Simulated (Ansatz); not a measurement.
# InSb3: the cost of one run

Method: DFT PBE, scalar-relativistic, plane waves, PAW, in Ansatz 0.2.0.

### 1 The system as given

It takes space group Fm-3m (No. 225, cubic). Conventional cell: a = 7.589 Å, b = 7.589 Å, c = 7.589 Å, α = 90.00°, β = 90.00°, γ = 90.00°. In (site symmetry m-3m) has 8 Sb at 3.29 Å as nearest neighbours. Sb (site symmetry -43m) is surrounded by 4 In at 3.29 Å and 4 Sb at 3.29 Å. Sb (site symmetry m-3m) has 8 Sb at 3.29 Å as nearest neighbours.

As a file:

```cif
data_structure
_symmetry_space_group_name_H-M 'P 1'
_symmetry_Int_Tables_number 1
_cell_length_a 5.3663
_cell_length_b 5.3663
_cell_length_c 5.3663
_cell_angle_alpha 60.000
_cell_angle_beta 60.000
_cell_angle_gamma 60.000
_cell_volume 109.27
loop_
_atom_site_label
_atom_site_type_symbol
_atom_site_fract_x
_atom_site_fract_y
_atom_site_fract_z
_atom_site_occupancy
In1 In 0.00000 0.00000 0.00000 1
Sb1 Sb 0.25000 0.25000 0.25000 1
Sb2 Sb 0.75000 0.75000 0.75000 1
Sb3 Sb 0.50000 0.50000 0.50000 1
```

The structure comes from the Materials Project (structure only).

### 2 A distortion of lower symmetry

Against the listed cell: strain xx, yy, zz, yz, xz, xy = +1.0, +1.0, +1.0, -1.0, +1.0, -1.0 %; atoms moved by 0.06 Å root mean square, at most 0.08 Å.

Contents of input.yaml:

```yaml
crystal:
  lattice:
    - [0.0, 3.7951241833, 3.7951241833]
    - [3.8710152832, -0.0758911, 3.8710152832]
    - [3.7951241833, 3.7951241833, 0.0]
  atoms:
    - { symbol: In, position: [0.0, 0.0, 0.0] }
    - { symbol: Sb, position: [0.2564552754, 0.2306341739, 0.2564552754] }
    - { symbol: Sb, position: [0.7435447246, 0.7693658261, 0.7435447246] }
    - { symbol: Sb, position: [0.5, 0.5, 0.5] }
basis:
  ecutwfc: 420
kpoints:
  mp_grid: { grid: [9, 8, 9] }
hamiltonian:
  xc: pbe
scf:
  occupations: { method: gaussian, width: 0.1 }
output:
  forces: true
  stress: true
  eigenvalues: true
```

What time and memory should one allow on 1 thread of an Arm CPU, shared host?

About 69 s, with a peak of 0.72 GiB.
